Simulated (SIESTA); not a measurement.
Pb:

```
Pb
1.0
     3.03861   -1.75032    0.00000
     3.03861    1.75032    0.00000
    -2.11546    0.00000    6.09522
Pb
2
Cartesian
  3.9848 0.0000 4.4269
  -0.0230 0.0000 1.6683
```

This isn't the form of Pb at room conditions, which is fcc.

```yaml
Program: SIESTA 5.4.2
Task: single point
Functional: PBE
Potentials_or_basis: PseudoDojo 0.4 standard (PBE files)
Basis: DZP (energy shift 0.003 Ry; two zetas on semicore shells)
Grid_cutoff: 500 Ry
Energy_shift: 0.003 Ry
k_mesh: 9 × 9 × 5
Occupations: fermi-dirac, width 0.05 eV
Spin: no spin polarisation
```

On this cell: pressure 1.2 GPa; largest force 0.029 eV/Å; band gap on the k mesh none (metal or under the smearing width).

The same run follows on a disturbed copy (atoms moved at random, drawn with an rms of 0.05 Å):

```xyz
2
Lattice="3.0386 -1.7503 0.0000 3.0386 1.7503 0.0000 -2.1155 0.0000 6.0952" Properties=species:S:1:pos:R:3 pbc="T T T"
Pb    3.9634    0.0235    4.4427
Pb   -0.0398   -0.0191    1.6547
```

Problem. What does the disturbed cell give?

Solution. The energy (extrapolated to zero smearing) moves by +0.6 meV/atom; pressure 1.1 GPa; largest force 0.073 eV/Å; band gap on the k mesh none (metal or under the smearing width).

Forces on the atoms (eV/Å):
```
Pb   0.027 -0.009 -0.068
Pb  -0.026  0.009  0.068
```

Stress tensor (GPa, compression positive):
```
 1.05 -0.07 -0.02
-0.07  1.09 -0.12
-0.02 -0.12  1.08
```

Caveats: the basis of atomic orbitals isn't converged, which shifts pressures, moduli and gaps.
